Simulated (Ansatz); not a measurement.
**SiC (F-43m): G0W0 and the treatment of frequencies and band sums**

```
CELL_PARAMETERS angstrom
0.00000 2.10370 2.10370
2.10370 0.00000 2.10370
2.10370 2.10370 0.00000
ATOMIC_POSITIONS crystal
Si 0.00000 0.00000 0.00000
C 0.25000 0.25000 0.25000
```

Held fixed (Ansatz):

```
orbitals        : PBE
datasets        : soft PAW set, first generation
k mesh          : 4×4×4
response cutoff : 200 eV
wave cutoff     : 420 eV
```

The gap is read from Γ to k = (0, -0.5, -0.5), linearised, between the Kohn-Sham band edges among the points solved. ε∞ is the electronic dielectric constant on this mesh. Runs with cut sums weigh the q → 0 term analytically. The completed-sum build treats it its own way, which on a coarse mesh shifts the gap as well.

```csv
treatment,KS gap (eV),G0W0 gap (eV),ε∞
"contour deformation, sums cut at 120 empty bands",1.21,2.11,8.6
"plasmon pole fitted at 24.34i eV, sums cut at 120 empty bands",1.21,2.04,8.6
"contour deformation, 49 empty bands and completed sums (trial build, its own q → 0 term)",1.21,2.30,8.6
```

Farthest from contour deformation, sums cut at 120 empty bands in the G0W0 gap: contour deformation, 49 empty bands and completed sums (trial build, its own q → 0 term) (+0.19 eV). The nearest differs by 0.067 eV.

Soft PAW datasets can miss an all-electron G0W0 gap by more than 5 %. The cell is a model at fixed atoms and needn't be the relaxed known crystal. Points k are given in fractions of the reciprocal vectors. The mesh is coarse, so these are values at the stated settings, not converged ones. Band sums or response are cut, so the gap isn't at its basis limit. The gap is read on the mesh, and the crystal's band edges can lie off it. Meshes this coarse can overestimate the dielectric constant by a tenth and more.
